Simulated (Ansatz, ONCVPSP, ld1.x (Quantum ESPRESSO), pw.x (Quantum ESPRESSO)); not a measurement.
**Which Hf potential is closest to all-electron in the fcc crystal?**

All use PBE, scalar-relativistic, no spin, cutoffs from each file’s atomic test, pw.x 7.5; 13³ k-points, Fermi–Dirac smearing 0.01 Ry. Δ is the rms difference from all-electron LAPW of the E(V) curves that follow from fits to the pressures, over ±6 % in volume. Mesh and smearing are coarse and serve the comparison alone. The files are a selection: those with a ghost or negative overlap were mostly not run, and those with noisy or unconverged pressures or nearly equal Δ are left out.

All-electron: a0 = 4.490 Å (V0 = 22.63 Å³/atom), B0 = 101.6 GPa.

Problem. Rank them by Δ, smallest first.
A. optimised norm-conserving Vanderbilt (ONCV), ONCVPSP 4.0.1, PBE; core [Kr] 4d10 4f14, reference 5s2 5p6 5d2 6s2; waves: 5s+6s: rc 2.00 bohr, ncon 4, nbas 8, qcut 5.3 1/bohr, 2 projectors; 5p: rc 1.55 bohr, ncon 3, nbas 6, qcut 7.1 1/bohr, 2 projectors, debl 3.1 Ha; 5d: rc 2.00 bohr, ncon 3, nbas 6, qcut 4.9 1/bohr, 1 projector; local part: polynomial inside 1.35 bohr (lpopt 5, dvloc0 0 Ha); core correction: Teter function, fcfact 3.75, rcfact 1.8.
B. ultrasoft, ld1.x (Quantum ESPRESSO) 7.5, PBE; core [Xe] 4f14, reference 5d2 6s2 6p0; waves: 6s (bound): rcut 2.35, rcutus 2.95 bohr; 6s channel at 1.85 Ry: rcut 2.35, rcutus 2.95 bohr; 6p (bound, empty): rcut 3.40, rcutus 3.65 bohr; 6p channel at 1.15 Ry: rcut 3.40, rcutus 3.65 bohr; 5d (bound): rcut 1.90, rcutus 2.20 bohr; 5d channel at 0.35 Ry: rcut 1.90, rcutus 2.20 bohr; local part: all-electron potential smoothed inside 3.55 bohr (lloc = -1); core correction: a·sin(br)/r model core, default radius (core density twice the valence density); augmentation: built from norm-conserving waves at rcut, not smoothed further.
C. ultrasoft, ld1.x (Quantum ESPRESSO) 7.5, PBE; core [Xe] 4f14, reference 5d2 6s2 6p0; waves: 6s (bound): rcut 2.35, rcutus 2.75 bohr; 6s channel at 2.25 Ry: rcut 2.35, rcutus 2.75 bohr; 6p (bound, empty): rcut 2.60, rcutus 3.30 bohr; 6p channel at 1.4 Ry: rcut 2.60, rcutus 3.30 bohr; 5d (bound): rcut 2.50, rcutus 3.05 bohr; 5d channel at 2.45 Ry: rcut 2.50, rcutus 3.05 bohr; local part: all-electron potential smoothed inside 3.05 bohr (lloc = -1); core correction: Bessel-smoothed model core inside 1.45 bohr; augmentation: PSQ, inside the norm-conserving radii.
D. norm-conserving Troullier–Martins (Kleinman–Bylander form), ld1.x (Quantum ESPRESSO) 7.5, PBE; core [Xe] 4f14, reference 5d3 6s1 6p0; waves: 6p (bound, empty): rc 4.20 bohr; 5d (bound): rc 2.90 bohr; 6s (bound): rc 2.50 bohr; local part: the s channel; core correction: Bessel-smoothed model core inside 1.70 bohr.

Solution. D (0.7 meV/atom), A (5.0 meV/atom), B (9.2 meV/atom), C (24.5 meV/atom).
